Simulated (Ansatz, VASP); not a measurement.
# One calculation of KTaO3, two programs

```
CELL_PARAMETERS angstrom
4.06427 0.00000 0.00000
0.00000 4.06427 0.00000
0.00000 0.00000 4.06427
ATOMIC_POSITIONS crystal
K 0.00000 0.00000 0.00000
Ta 0.50000 0.50000 0.50000
O 0.50000 0.50000 0.00000
O 0.50000 0.00000 0.50000
O 0.00000 0.50000 0.50000
```

Alike in both runs: task single point; functional PBE; k mesh 6 × 6 × 6; no spin polarisation.

```csv
,VASP,Ansatz
version,VASP 6.6.1,Ansatz 0.2.0
potentials or method,"VASP PAW PBE potentials, release 64 (K_sv, Ta_pv, O)","plane waves, PAW"
plane-wave cutoff (eV),520,420
occupations,"gaussian, width 0.01 eV",fixed
valence electrons in the cell,38,40
```

|  | VASP | Ansatz | Ansatz less VASP |
| --- | --- | --- | --- |
| gap on the k mesh at the Fermi level (eV) | 2.05 | 2.09 | +0.043 |
| pressure (GPa) | -4.7 | -5.2 | -0.49 |

The two sets of potentials don't hold the same shells in valence.

Caveats: spin-orbit coupling is left out, which moves the levels of the heavy elements. A k mesh can miss the band edges.
